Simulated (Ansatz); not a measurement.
MgO (Fm-3m) at 3 levels of theory

One geometry, relaxed with PBE; plane waves with PAW potentials in Ansatz, scalar-relativistic. No spin polarisation. Gaps are the least over mesh and band path; pressure is positive in compression, and isn't given for hybrids.

```cif
data_structure
_symmetry_space_group_name_H-M 'P 1'
_symmetry_Int_Tables_number 1
_cell_length_a 3.0078
_cell_length_b 3.0078
_cell_length_c 3.0078
_cell_angle_alpha 60.000
_cell_angle_beta 60.000
_cell_angle_gamma 60.000
_cell_volume 19.24
loop_
_atom_site_label
_atom_site_type_symbol
_atom_site_fract_x
_atom_site_fract_y
_atom_site_fract_z
_atom_site_occupancy
Mg1 Mg 0.00000 0.00000 0.00000 1
O1 O 0.50000 0.50000 0.50000 1
```

```csv
level,cutoff (eV),k mesh,gap (eV),pressure (GPa)
PBE,420,10×10×10,4.46,0.0
```

Problem. What comes out on the same cell with r2SCAN, HSE06?

Solution.
```tsv
level	cutoff (eV)	k mesh	gap (eV)	pressure (GPa)
r2SCAN	500	10×10×10	5.34	-5.4
HSE06	420	8×8×8	6.17	-
```

The cell was reached from a generator's guess, though it ends in a space group that the Crystallography Open Database lists for this formula.
